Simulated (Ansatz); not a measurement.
**Honeycomb SnTe bilayer (AB) in a perpendicular field**

Aim: how the honeycomb SnTe bilayer (AB) screens a field along its normal, and what the field does to its bands. A positive field points along +c.

Method: plane-wave DFT, LDA, Ansatz PAW, in the first sound run; inputs show where later runs differ, in Ansatz 0.2.0.

## Step 1: Set-up

The cell holds 4 atoms: 2 Te and 2 Sn. Its edges and angles: a = 4.180 Å, b = 4.180 Å, c = 44.030 Å, α = 90.0°, β = 90.0°, γ = 120.0°. Regions: layer 1: honeycomb SnTe, 2 atoms (1 Te and 1 Sn); layer 2: honeycomb SnTe, 2 atoms (1 Te and 1 Sn). Vacuum lies along c.

## Step 2: Relaxing the slab

The starting cell is a guess, so the in-plane lattice and the atoms are relaxed first, with the slab cut off from its images along the normal.

File input.yaml:

```yaml
crystal:
  lattice:
    - [4.18, 0.0, 0.0]
    - [-2.09, 3.6199861878, 0.0]
    - [0.0, 0.0, 44.0300000007]
  atoms:
    - { symbol: Te, position: [0.6666666667, 0.3333333333, 0.4258460141] }
    - { symbol: Sn, position: [0.3333333333, 0.6666666667, 0.4642289348] }
    - { symbol: Te, position: [0.0, 0.0, 0.5357710652] }
    - { symbol: Sn, position: [0.6666666667, 0.3333333333, 0.5741539859] }
  periodic: [true, true, false]
kpoints:
  mp_grid: { grid: [12, 12, 1] }
hamiltonian:
  xc: lda
scf:
  occupations: { method: fermi_dirac, width: 0.05 }
  convergence: { dr2_threshold: 1.0e-09 }
relax:
  f_tol: 0.004
  max_steps: 90
  cell: {}
output:
  write_potential: true
  write_density: true
  volumetric_format: npy
```

On the command line:

```
$ ansatz run input.yaml --threads 4 --pin off --max-ram 6144MiB --backend cpu --events-out ev --progress --plain --runs-dir out
```

Numbers of over 12 decimals in the logs are rounded to 6 here.

The program printed:

```text
Warning: relax.cell: scf.convergence.dr2_threshold = 1e-9 eV is looser than the 1.46390968582e-10 eV advised for a relaxation that steers and ends on the stress (1e-10 eV for each atom of the cell: 4, times the square of relax.cell.stress_2d_tol = 0.05 N/m over 16.5 Å (the atoms' height at the walk's start and 5 Å past either face), 3.025e-2 GPa, over a crystal's default 0.05). What an SCF threshold leaves in a stress goes as its square root, and in the free energy as the threshold itself, and one threshold admits the most on a small cell: [figures from the program's tests cut] Set scf.convergence.dr2_threshold to 1.46390968582e-10 eV or tighter. [rest of the remark cut]
Engine: ansatz 0.2.0, aarch64-unknown-linux-gnu
Pseudopotentials: kind: paw
Pseudopotential: Te, paw, valence charge 16, recommended cutoff 420 eV (normal), Te.paw.azcp
Pseudopotential: Sn, paw, valence charge 14, recommended cutoff 420 eV (normal), Sn.paw.azcp
Functional definition: SPW92
  exchange = slater_x
  correlation = pw_c
Crystal: 4 atoms, lattice volume = 666.242 Å³
Basis set: ecut = 420 eV, 12873 PW (Γ)
Bands: 36, of which v1, the nominal top of the filled ones, is band 30 counted from 1 (29 counted from 0)
Symmetry: 6 space group operations
Space group: P3m1 (ITA 156), of the structure as read, at distance tolerance 8.7e-5 Å
k-points: 19 of 144 (time reversal used)
Non-local potential: Te, projectors of the file, l = 0: 2, l = 1: 2, l = 2: 2, l = 3: 2
Non-local potential: Sn, projectors of the file, l = 0: 2, l = 1: 2, l = 2: 2, l = 3: 2
PAW form: soft (Blöchl's): semilocal exchange-correlation on the pseudo side does not see the compensation charge
PAW frozen core: Te, regenerated for the run's functional, and the local potential with it (the file was generated under x = pbe(κ = 0.804, μ = 0.219515), c = pbe(β = 0.066725))
PAW frozen core: Sn, regenerated for the run's functional, and the local potential with it (the file was generated under x = pbe(κ = 0.804, μ = 0.219515), c = pbe(β = 0.066725))
PAW one-centre angular grid: Te, 590 points (default); XC on 64 Gauss nodes
PAW one-centre angular grid: Sn, 590 points (default); XC on 64 Gauss nodes
Initial density: superposition of atomic densities (neutral atoms: chi_scale 0, normalization atom), corrected by the library's trained network
Initial wavefunctions: pseudopotential atomic-orbital guess
Functional: x = slater, c = lda
SCF iter   1: F=—  HF=-25413.623150 eV  |F-HF|=—  |Δ(HF+E_count)|=         —  Δρ=2.31e-3  dr2=1.04e-1  ethr=1.77e-3  ⟨swp⟩=15.7  Hψ=4476  notcnv=0
preconditioner: auto → Resta (q_TF=auto, 1.827 Å⁻¹)  ε∞=1.8  [insulator: Δε(μ)=0.820 eV  Ē_g=7.368 eV  σ=0.050 eV  W_gap=1.00  n_scr=66 (ndim 8)  ℏωp=6.4 eV  f_vac=0.756  D(μ)=0.00/eV (n_scr^D=0)  ε∞_Penn≈1.8  vacuum switching on, ρ_ref=3.9e-3 e/Å³]
SCF iter   2: F=—  HF=-25413.625744 eV  |F-HF|=—  |Δ(HF+E_count)|=   2.59e-3  Δρ=1.76e-3  dr2=3.82e-1  ethr=1.74e-4  ⟨swp⟩=4.7  Hψ=1538  notcnv=0  defer=14
SCF iter   3: F=—  HF=-25413.607264 eV  |F-HF|=—  |Δ(HF+E_count)|=   1.85e-2  Δρ=1.16e-3  dr2=1.15e-1  ethr=1.74e-4  ⟨swp⟩=4.3  Hψ=1078  notcnv=0  defer=14
SCF iter   4: F=—  HF=-25413.599039 eV  |F-HF|=—  |Δ(HF+E_count)|=   8.23e-3  Δρ=5.06e-4  dr2=1.46e-2  ethr=1.74e-4  ⟨swp⟩=2.2  Hψ=950  notcnv=0  defer=14
SCF iter   5: F=—  HF=-25413.598144 eV  |F-HF|=—  |Δ(HF+E_count)|=   8.95e-4  Δρ=1.92e-4  dr2=1.93e-3  ethr=2.44e-5  ⟨swp⟩=2.3  Hψ=827  notcnv=0  defer=14
SCF iter   6: F=—  HF=-25413.597972 eV  |F-HF|=—  |Δ(HF+E_count)|=   1.72e-4  Δρ=8.90e-5  dr2=8.06e-5  ethr=3.21e-6  ⟨swp⟩=2.3  Hψ=822  notcnv=0  defer=14
SCF iter   7: F=—  HF=-25413.597971 eV  |F-HF|=—  |Δ(HF+E_count)|=   1.51e-6  Δρ=3.20e-5  dr2=3.32e-5  ethr=1.34e-7  ⟨swp⟩=2.9  Hψ=1177  notcnv=0  defer=14
SCF iter   8: F=—  HF=-25413.597969 eV  |F-HF|=—  |Δ(HF+E_count)|=   1.27e-6  Δρ=1.32e-5  dr2=4.26e-6  ethr=5.53e-8  ⟨swp⟩=2.0  Hψ=832  notcnv=0  defer=14
SCF iter   9: F=—  HF=-25413.597821 eV  |F-HF|=—  |Δ(HF+E_count)|=   1.48e-4  Δρ=2.40e-6  dr2=1.15e-7  ethr=7.10e-9  ⟨swp⟩=2.3  Hψ=1127  notcnv=0  defer=14
SCF iter  10: F=—  HF=-25413.597821 eV  |F-HF|=—  |Δ(HF+E_count)|=   4.61e-8  Δρ=1.03e-6  dr2=7.36e-9  ethr=1.92e-10  ⟨swp⟩=3.2  Hψ=1323  notcnv=0  defer=14
SCF iter  11: F=—  HF=-25413.597821 eV  |F-HF|=—  |Δ(HF+E_count)|=   1.03e-9  Δρ=3.36e-7  dr2=7.05e-9  ethr=1.23e-11  ⟨swp⟩=2.9  Hψ=1263  notcnv=0  defer=14
SCF iter  12: F=-25413.597821 eV  HF=-25413.597821 eV  |F-HF|=3.86e-10  |Δ(HF+E_count)|=  4.51e-10  Δρ=1.00e-7  dr2=2.69e-10  ethr=1.67e-12  ⟨swp⟩=9.7  Hψ=4626  notcnv=0
SCF 1 converged in 12 iterations: F = -25413.597821 eV  dr2 = 2.69e-10
  greatest PAW one-centre occupation: 0.999 electrons in one spin orbital (limit 2), on the Te atom at site 0 (counted from 0), in its partial waves of l = 2
relax step   1: F+E_penalty+E_count = -25413.59782115 eV  Δ(F+E_penalty+E_count) = +0.000e0 eV  max|allowed force component| = 5.305e-1 eV/Å  Δτ_max = 0.0000 Å  P = -2.128 N/m  Ω = 666.242 Å³  fix = [c, alpha, beta]  reactions: c +0.000 N/m  (12 SCF iters, accepted)
Crystal: 4 atoms, lattice volume = 655.336 Å³
Basis set: ecut = 420 eV, 12603 PW (Γ)
Initial density: handed on by an earlier stage of this run
Initial wavefunctions: those handed on with the density
iter 1 solved again at ethr=2.28e-4 eV; its pass at ethr=3.10e-3 eV (dr2=1.37e-1 eV) is discarded
SCF iter   1: F=—  HF=-25413.678520 eV  |F-HF|=—  |Δ(HF+E_count)|=         —  Δρ=2.87e-3  dr2=1.37e-1  ethr=2.28e-4  ⟨swp⟩=2.1  Hψ=4733  notcnv=0
preconditioner: auto → Resta (q_TF=auto, 1.832 Å⁻¹)  ε∞=1.7  [insulator: Δε(μ)=0.481 eV  Ē_g=7.660 eV  σ=0.050 eV  W_gap=0.98  n_scr=66 (ndim 8)  ℏωp=6.5 eV  f_vac=0.765  D(μ)=0.05/eV (n_scr^D=0)  ε∞_Penn≈1.7  vacuum switching on, ρ_ref=4.3e-3 e/Å³]
SCF iter   2: F=—  HF=-25413.715577 eV  |F-HF|=—  |Δ(HF+E_count)|=   3.71e-2  Δρ=2.26e-3  dr2=6.71e-1  ethr=2.28e-4  ⟨swp⟩=5.6  Hψ=1341  notcnv=0  recentre
SCF iter   3: F=—  HF=-25413.665752 eV  |F-HF|=—  |Δ(HF+E_count)|=   4.98e-2  Δρ=1.92e-3  dr2=4.93e-2  ethr=2.28e-4  ⟨swp⟩=4.3  Hψ=1208  notcnv=0  defer=13
SCF iter   4: F=—  HF=-25413.659692 eV  |F-HF|=—  |Δ(HF+E_count)|=   6.06e-3  Δρ=8.83e-4  dr2=4.95e-3  ethr=8.22e-5  ⟨swp⟩=2.5  Hψ=949  notcnv=0  defer=13
SCF iter   5: F=—  HF=-25413.658955 eV  |F-HF|=—  |Δ(HF+E_count)|=   7.37e-4  Δρ=2.29e-4  dr2=4.16e-4  ethr=8.25e-6  ⟨swp⟩=3.1  Hψ=1051  notcnv=0  defer=13
SCF iter   6: F=—  HF=-25413.658934 eV  |F-HF|=—  |Δ(HF+E_count)|=   2.04e-5  Δρ=7.25e-5  dr2=6.58e-5  ethr=6.94e-7  ⟨swp⟩=3.1  Hψ=1176  notcnv=0  defer=13
[...]
relax step   4: F+E_penalty+E_count = -25413.73730881 eV  Δ(F+E_penalty+E_count) = -4.207e-3 eV  max|allowed force component| = 2.753e-1 eV/Å  Δτ_max = 0.1889 Å  P = +1.195 N/m  Ω = 647.525 Å³  energy of the carried Pulay correction = +7.030e-4 eV  fix = [c, alpha, beta]  reactions: c +0.000 N/m  (9 SCF iters, accepted)
[...]
relax step   5: F+E_penalty+E_count = -25413.75478150 eV  Δ(F+E_penalty+E_count) = -1.747e-2 eV  max|allowed force component| = 9.143e-2 eV/Å  Δτ_max = 0.0947 Å  P = +0.472 N/m  Ω = 654.481 Å³  energy of the carried Pulay correction = +4.378e-4 eV  fix = [c, alpha, beta]  reactions: c +0.000 N/m  (9 SCF iters, accepted)
[...]
relax step   6: F+E_penalty+E_count = -25413.76501954 eV  Δ(F+E_penalty+E_count) = -1.024e-2 eV  max|allowed force component| = 5.002e-2 eV/Å  Δτ_max = 0.0676 Å  P = -0.059 N/m  Ω = 670.515 Å³  energy of the carried Pulay correction = -1.559e-4 eV  fix = [c, alpha, beta]  reactions: c -0.000 N/m  (10 SCF iters, accepted)
[...]
relax step   7: F+E_penalty+E_count = -25413.76571222 eV  Δ(F+E_penalty+E_count) = -6.927e-4 eV  max|allowed force component| = 6.616e-3 eV/Å  Δτ_max = 0.0208 Å  P = -0.002 N/m  Ω = 672.283 Å³  energy of the carried Pulay correction = -2.199e-4 eV  fix = [c, alpha, beta]  reactions: c -0.000 N/m  (9 SCF iters, accepted)
[...]
relax step   8: F+E_penalty+E_count = -25413.76572471 eV  Δ(F+E_penalty+E_count) = -1.249e-5 eV  max|allowed force component| = 6.429e-3 eV/Å  Δτ_max = 0.0067 Å  P = -0.003 N/m  Ω = 672.867 Å³  energy of the carried Pulay correction = -2.410e-4 eV  fix = [c, alpha, beta]  reactions: c -0.000 N/m  (8 SCF iters, accepted)
[...]
relax step   9: F+E_penalty+E_count = -25413.76573053 eV  Δ(F+E_penalty+E_count) = -5.820e-6 eV  max|allowed force component| = 1.839e-4 eV/Å  Δτ_max = 0.0009 Å  P = -0.000 N/m  Ω = 672.815 Å³  energy of the carried Pulay correction = -2.391e-4 eV  fix = [c, alpha, beta]  reactions: c -0.000 N/m  (6 SCF iters, accepted)
Initial wavefunctions: pseudopotential atomic-orbital guess (no wavefunctions were taken with the density)
iter 1 solved again at ethr=1.80e-6 eV; its pass at ethr=3.10e-3 eV (dr2=1.08e-3 eV) is discarded
SCF iter   1: F=—  HF=-25413.764955 eV  |F-HF|=—  |Δ(HF+E_count)|=         —  Δρ=4.56e-5  dr2=3.61e-7  ethr=1.80e-6  ⟨swp⟩=5.2  Hψ=6881  notcnv=0
eigensolver tolerance schedule: the retry pair's looser diagonalisation over-reported the residual by 2985.69 of it (diagonalisation noise at an unbounded share of the residual, at the tolerance the schedule requests for it); recorded, not acted on — ethr = c·dr2/N_el stays at c = 1.0e-1
preconditioner: auto → LDOS  [insulator: Δε(μ)=0.244 eV  Ē_g=7.787 eV  σ=0.050 eV  W_gap=0.84  n_scr=78 (ndim 8)  ℏωp=6.4 eV  f_vac=0.778  D(μ)=0.36/eV (n_scr^D=4)  ε∞_Penn≈1.7  β→1.0]
SCF iter   2: F=—  HF=-25413.765992 eV  |F-HF|=—  |Δ(HF+E_count)|=   1.04e-3  Δρ=2.80e-6  dr2=2.92e-7  ethr=6.02e-10  ⟨swp⟩=4.5  Hψ=1795  notcnv=0
SCF iter   3: F=—  HF=-25413.765981 eV  |F-HF|=—  |Δ(HF+E_count)|=   1.15e-5  Δρ=2.62e-6  dr2=5.31e-7  ethr=4.87e-10  ⟨swp⟩=3.7  Hψ=1272  notcnv=0
SCF iter   4: F=—  HF=-25413.765988 eV  |F-HF|=—  |Δ(HF+E_count)|=   7.84e-6  Δρ=7.63e-7  dr2=4.80e-9  ethr=4.87e-10  ⟨swp⟩=2.1  Hψ=755  notcnv=0
SCF iter   5: F=—  HF=-25413.765992 eV  |F-HF|=—  |Δ(HF+E_count)|=   3.05e-6  Δρ=2.21e-7  dr2=1.00e-9  ethr=8.00e-12  ⟨swp⟩=4.2  Hψ=1790  notcnv=0
SCF iter   6: F=-25413.765992 eV  HF=-25413.765992 eV  |F-HF|=5.68e-10  |Δ(HF+E_count)|=   5.65e-7  Δρ=5.57e-8  dr2=2.71e-10  ethr=1.67e-12  ⟨swp⟩=14.8  Hψ=4926  notcnv=0
SCF 10 converged in 6 iterations: F = -25413.765992 eV  dr2 = 2.71e-10
relax step  10: F+E_penalty+E_count = -25413.76599208 eV  Δ(F+E_penalty+E_count) = -2.615e-4 eV  max|allowed force component| = 1.364e-4 eV/Å  Δτ_max = 0.0000 Å  P = +0.001 N/m  Ω = 672.815 Å³  fix = [c, alpha, beta]  reactions: c +0.000 N/m  stress off target by 1.36e-3 N/m on what of the cell is left free  SCF on the basis re-selected at this cell (its energy is not comparable with the rows above)  (6 SCF iters)
basis re-selected at this cell: Δ(F+E_penalty+E_count) = -2.615e-4 eV, ΔP = +0.002 N/m vs the last step (what re-selecting the basis moved, of the pressure what is left beyond the Pulay correction that the steps carried, after the strain that the cell walked since its last selection, with what the two solves' SCF thresholds leave and, on support functions, any second-order correction that the steps lacked; it is no m [...]
WARN: The output density's exchange-correlation potential varies sharply where the density is thin. Do not read a vacuum level from v_tot or v_xc, or from such a field of the output density. On a cell that repeats whose density bears no net charge and no dipole along the vacuum's axis use v_es (v_loc + v_h of the components); under efield.dipole_correction with no amplitude use v_es + v_field, which holds any externa [...]
SCF converged after 6 iterations
Free energy (F): -25413.765992 eV
Harris-Foulkes:  -25413.765992 eV  (|F-HF|=5.68e-10)
Internal energy: -25413.762292 eV  (E = F + TS)
E sigma→0 (E₀):  -25413.764142 eV
Entropy (-TS):   -0.003700 eV (-0.925 meV/atom)
Fermi energy:    -4.232637 eV
--- Per-component energies (eV) ---
  E_band       = -1544.616379
  E_kinetic    = 738.431175
  E_local      = -185925.599056  (includes V_loc(G=0)·N_el)
  E_nonlocal   = -665.769950
  E_hartree    = 93092.340213
  E_xc         = -1006.301834
  E_vxc        = -407.225710  (∫ρ·V_xc dr)
  E_paw        = -17005.954546  (= ΣΔE_a)
  E_vpaw       = -1469.133997  (= ΣTr[D̂ρ^β])
  E_aug_tail   = -0.000424  (compensation charges beyond the density's cutoff)
  E_ewald      = 85356.885010
  E_core_change = 2.207119  (= ΣΔE_core)
  E_smearing   = -0.003700  (= −TS)
  E_closure    = -0.000000  (closes the sum)
  Σ components = -25413.765992   (vs F -25413.765992, Δ=0.00e0)
--- Forces (eV/Å), atoms counted from 1 ---
  atom   1  Te    -0.00000000    -0.00000000    -0.00009675
  atom   2  Sn     0.00000000     0.00000000     0.00009589
  atom   3  Te     0.00000000    -0.00000000     0.00016078
  atom   4  Sn    -0.00000000    -0.00000000    -0.00006242
  max |Σ_I F_I| component: 9.75e-5 eV/Å
--- 2D stress c σ (N/m, compression-positive) ---
        0.001360       0.000000      -0.000000
       -0.000000       0.001360       0.000000
       -0.000000       0.000000       0.000000
  P = ½ c Tr σ = 0.0014 N/m
--- Band table (eV; the first three rows and the last of 19) ---
  k-point 0: bands = [... 26 lower, -6.2602, -5.5422, -5.5422, -4.6235, -3.9763, -2.6448, -2.6448, -2.0608, ... 2 higher]
  k-point 1: bands = [... 26 lower, -6.2798, -6.0417, -5.6306, -4.3528, -3.7166, -2.8442, -2.5366, -1.8592, ... 2 higher]
  k-point 2: bands = [... 26 lower, -6.7015, -6.1307, -5.8590, -4.7155, -3.4830, -2.5964, -2.3438, -1.9035, ... 2 higher]
  k-point 18: bands = [... 26 lower, -7.6463, -7.4698, -6.4161, -6.2797, -3.3027, -3.1024, -2.3460, -0.9539, ... 2 higher]
  the weakly bound empty levels are not read free of the cell's end (no_gap_told)
--- Relaxed structure (9 steps of the walk, 9 accepted, 1 SCFs on fresh bases) ---
  F+E_penalty+E_count = -25413.76599208 eV   max|allowed force component| = 1.364e-4 eV/Å   (the final SCF, on the basis selected at the relaxed cell)
  cell:  # Å, volume = 672.8146 Å³
    - [4.200568, 0.0, 0]
    - [-2.100284, 3.637799, 0]
    - [0, 0, 44.0300000007]
  atoms:
    - { symbol: Te, position: [0.666667, 0.333333, 0.437576] }
    - { symbol: Sn, position: [0.333333, 0.666667, 0.473456] }
    - { symbol: Te, position: [1.734723475815249e-17, -9.25185853848912e-17, 0.525918] }
    - { symbol: Sn, position: [0.666667, 0.333333, 0.563050] }
```

Run time: 2.1 min. Hardware: 4 threads of Arm Neoverse V1, shared host; peak memory 1 GiB.

Step by step:

| step | energy less that of the first step (eV) | largest force component (eV/Å) | volume (Å³) |
| --- | --- | --- | --- |
| 1 | 0.0000 | 0.5305 | 666.24 |
| 2 | -0.0610 | 0.5651 | 655.34 |
| 3 | -0.1353 | 0.1231 | 647.81 |
| 4 | -0.1395 | 0.2753 | 647.52 |
| 5 | -0.1570 | 0.0914 | 654.48 |
| 6 | -0.1672 | 0.0500 | 670.52 |
| 7 | -0.1679 | 0.0066 | 672.28 |
| 8 | -0.1679 | 0.0064 | 672.87 |
| 9 | -0.1679 | 0.0002 | 672.81 |
| 10* | -0.1682 | 0.0001 | 672.81 |

Relaxation steps marked * repeat the geometry before them on a plane-wave basis chosen anew for their cell, so energy and pressure can jump there.

Forces are held to the 6 operations that the run works with; a distortion that breaks them can't arise in this run.

| cell as run | before | after | change |
| --- | --- | --- | --- |
| a (Å) | 4.180 | 4.201 | +0.5 % |
| b (Å) | 4.180 | 4.201 | +0.5 % |

The atoms that moved most (Å, along periodic axes as changes of fractional coordinates times the final cell, across vacuum about the mean position):

| atom | dx | dy | dz | length |
| --- | --- | --- | --- | --- |
| Te1 | 0.000 | 0.000 | 0.516 | 0.516 |
| Sn4 | 0.000 | 0.000 | -0.489 | 0.489 |
| Te3 | 0.000 | 0.000 | -0.434 | 0.434 |
| Sn2 | 0.000 | 0.000 | 0.406 | 0.406 |

The relaxed structure:

```xyz
4
Lattice="4.2006 0.0000 0.0000 -2.1003 3.6378 0.0000 0.0000 0.0000 44.0300" Properties=species:S:1:pos:R:3
Te    2.1003    1.2126   19.2665
Sn    0.0000    2.4252   20.8463
Te    0.0000    0.0000   23.1562
Sn    2.1003    1.2126   24.7911
```

This step gave:

```
energy at zero smearing : -25413.7641 eV
```

The lattice constant a goes from 4.180 to 4.201 Å.

[end of part 1 of 4]

[Logs are printed without paths, hosts, clocks, repeated set-up lines and the standing remarks that a program may print on its own settings, such as how far it seeks lower states.]

[Hosts, paths, dates, database ids (printed as entryN), source tags and the programs' standing remarks are cut or masked in the printed files.]

[Maps of the electrostatic potential energy from Ansatz leave out the sawtooth potential of an applied field or a dipole correction, so their vacuum need not be flat; planar profiles and work functions include it.]
